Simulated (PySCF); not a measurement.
Species: oxalic acid, C2H2O4.
Z-matrix (Å and degrees, PBE0-D3(BJ)/def2-SVP geometry), rows numbered from 1:
```
O 
C   1  1.1970
O   2  1.3260  1  125.38
C   2  1.5342  1  124.18  3  -179.97
O   4  1.1972  2  124.17  1   177.55
O   4  1.3260  2  110.47  1    -2.35
H   3  0.9698  2  106.76  1     0.13
H   6  0.9698  4  106.75  2   179.82
```

All values: B3LYP/def2-SVPD (PySCF, non-relativistic), on one gas-phase PBE0-D3(BJ)/def2-SVP geometry that isn't relaxed in the solvent. The solvent is an IEF-PCM continuum (van der Waals radii × 1.2), and excitations are vertical TDDFT with non-equilibrium linear response and a frozen core. The model holds no explicit solvent molecules, cavitation or dispersion.

Gas-phase singlets (H = HOMO, L = LUMO):

```
state  E (eV)  λ (nm)      f  leading configuration
   S1   4.103     302  0.000                H→L 99%
   S2   5.592     222  0.000              H-1→L 96%
   S3   6.725     184  0.000              H-2→L 88%
   S4   6.911     179  0.105              H-3→L 67%
   S5   7.267     171  0.000              H→L+1 89%
```

Question: What are the lowest 5 singlets in acetone (ε = 20.49)?

Answer: 
```csv
state,E (eV),λ (nm),f,leading configuration,change by rank (eV)
S1,4.198,295,0.000,H→L 99%,+0.095
S2,5.716,217,0.000,H-2→L 96%,+0.124
S3,6.689,185,0.000,H-1→L 96%,-0.036
S4,6.953,178,0.165,H-3→L 92%,+0.042
S5,7.591,163,0.000,H→L+1 97%,+0.324
```

Question: The ground-state energy changes by -0.489 eV from gas to acetone. By how much does the total energy of gas-phase S1 change?

Answer: E(S1) = E(S0) + excitation energy, so it changes by -0.489 + 0.095 = -0.394 eV: it is lowered less than the ground state, which is what a blue shift means. This is the vertical state, with the slow part of the continuum still set for S0.

Question: How do the frontier levels move from gas to acetone?

Answer: 
```json
{"orbital": "LUMO+2", "gas (eV)": "-0.08", "solvent (eV)": "0.54", "change (eV)": "+0.62", "Löwdin shares, gas": "O6 27 %, O3 18 %, H8 18 %, H7 11 %", "Löwdin shares, solvent": "O6 22 %, O3 22 %, O5 12 %, O1 12 %"}
{"orbital": "LUMO+1", "gas (eV)": "-0.08", "solvent (eV)": "0.30", "change (eV)": "+0.38", "Löwdin shares, gas": "O3 23 %, C2 15 %, H7 14 %, O6 14 %", "Löwdin shares, solvent": "C2 19 %, C4 19 %, O3 16 %, O6 16 %"}
{"orbital": "LUMO", "gas (eV)": "-2.50", "solvent (eV)": "-2.43", "change (eV)": "+0.07", "Löwdin shares, gas": "C4 22 %, C2 22 %, O5 19 %, O1 19 %", "Löwdin shares, solvent": "C4 22 %, C2 22 %, O5 19 %, O1 19 %"}
{"orbital": "HOMO", "gas (eV)": "-8.18", "solvent (eV)": "-8.20", "change (eV)": "-0.02", "Löwdin shares, gas": "O5 36 %, O1 36 %, C4 7 %, C2 7 %", "Löwdin shares, solvent": "O5 36 %, O1 36 %, C4 7 %, C2 7 %"}
{"orbital": "HOMO-1", "gas (eV)": "-9.77", "solvent (eV)": "-9.71", "change (eV)": "+0.06", "Löwdin shares, gas": "O1 36 %, O5 36 %, C2 7 %, C4 7 %", "Löwdin shares, solvent": "O6 26 %, O3 26 %, O5 19 %, O1 18 %"}
{"orbital": "HOMO-2", "gas (eV)": "-9.82", "solvent (eV)": "-9.81", "change (eV)": "+0.01", "Löwdin shares, gas": "O6 26 %, O3 25 %, O5 19 %, O1 18 %", "Löwdin shares, solvent": "O1 36 %, O5 36 %, O6 7 %, O3 7 %"}
{"orbital": "HOMO-3", "gas (eV)": "-10.02", "solvent (eV)": "-9.96", "change (eV)": "+0.06", "Löwdin shares, gas": "O1 24 %, O5 23 %, O3 18 %, O6 18 %", "Löwdin shares, solvent": "O1 22 %, O5 22 %, O3 20 %, O6 20 %"}
```

The HOMO–LUMO gap goes from 5.68 to 5.77 eV. Rows go by rank; for HOMO-3, HOMO-2, HOMO-1, LUMO+1 and LUMO+2 the atom shares or the degeneracy differ between the runs, so the row needn't follow one orbital. Shares within a degenerate set are those of one arbitrary member.
